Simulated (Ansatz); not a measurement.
Input and command of a calculation in Ansatz (plane waves; scalar-relativistic PAW potentials unless the input names others):

```yaml
crystal:
  lattice:
    - [3.1457762248, 0.0, 0.0]
    - [-1.5728881124, 2.7243221253, 0.0]
    - [0.0, 0.0, 16.5295855575]
  atoms:
    - { symbol: W, position: [0.3333333333, 0.6666666667, 0.0] }
    - { symbol: S, position: [0.6666666667, 0.3333333333, 0.9075761491] }
    - { symbol: S, position: [0.6666666667, 0.3333333333, 0.0924238509] }
basis:
  ecutwfc: 420
kpoints:
  mp_grid: { grid: [12, 12, 2] }
hamiltonian:
  xc: pbesol
scf:
  occupations: { method: gaussian, width: 0.05 }
  NELM: 0.3
  max_iter: 75
output:
  forces: true
  eigenvalues: true
  stress: true
```

```bash
ansatz run input.yaml --threads 2 --pin off --max-ram 5120MiB --backend cpu --events-out ev --progress --plain --runs-dir out
```

Q: What is wrong with this input?

A: The program refuses it, because of a keyword of another program (scf.NELM: not typed → 0.3). Without that key it is accepted.

Abridged log:
```
Error: YAML parse error: error: line 18 column 3: unknown field `NELM`, expected one of max_iter, algorithm, n_extra_bands, self_checks, convergence, lower_state_search, omitted_lower_state_checks, lower_solution_reach, mixing, occupations, eigensolver, initial_density, exx
  --> <input>:18:3
   |
16 | scf:
17 |   occupations: { method: gaussian, width: 0.05 }
18 |   NELM: 0.3
   |   ^ unknown field `NELM`, expected one of max_iter, algorithm, n_extra_bands, self_checks, convergence, lower_state_search, omitted_lower_state_checks, lower_solution_reach, mixing, occupations, eigensolver, initial_density, exx
19 |   max_iter: 75
20 | output:
   |
```